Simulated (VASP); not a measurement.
Here is a VASP 6.6.1 calculation.

Contents of INCAR:

```
ALGO     = Normal         # electronic algorithm
EDIFF    = 1E-6           # SCF threshold, eV
ENCUT    = 520            # plane-wave cutoff, eV
GGA      = PE             # functional
ISIF     = 2              # what is computed and relaxed
ISMEAR   = 0              # smearing method
LASPH    = True           # aspherical terms in the spheres
LCHARG   = False          # write CHGCAR
LREAL    = False          # projectors in reciprocal space
LWAVE    = False          # write WAVECAR
NBANDS   = 32             # bands
NELM     = 100            # most SCF steps
PREC     = Accurate       # precision mode
SIGMA    = 0.1            # smearing width, eV
```

KPOINTS

```
k-points
0
Gamma
  6 6 4
```

The input POSCAR:

```
Ti
1.0
    2.0676392355     -2.0409355712      0.0000000000
    2.0676392355      2.0409355712      0.0000000000
    0.0000000000      0.0000000000      8.2398501244
Ti
4
Direct
    0.7499910578      0.2500089422      0.1249977585
    0.7500089422      0.2499910578      0.6249977585
    0.2500089422      0.7499910578      0.8750022415
    0.2499910578      0.7500089422      0.3750022415
```

Potentials or basis: VASP PAW PBE potentials, release 64 (Ti_sv).

Run with:

```sh
$ cat potpaw_PBE.64/Ti_sv/POTCAR > POTCAR
$ mpirun -np 1 vasp_std > vasp.out
```

**Question.** Estimate the band gap on the k mesh.

**Answer.** None (metal or under the smearing width).

**Question.** What does it give for the pressure?

**Answer.** -0.1 GPa.

Stress tensor (GPa, compression positive):
```
-0.32  0.00  0.00
 0.00  0.08  0.00
 0.00  0.00  0.00
```

Caveat: the k mesh is coarse (spacing up to 0.36 Å⁻¹), so the values aren't converged.
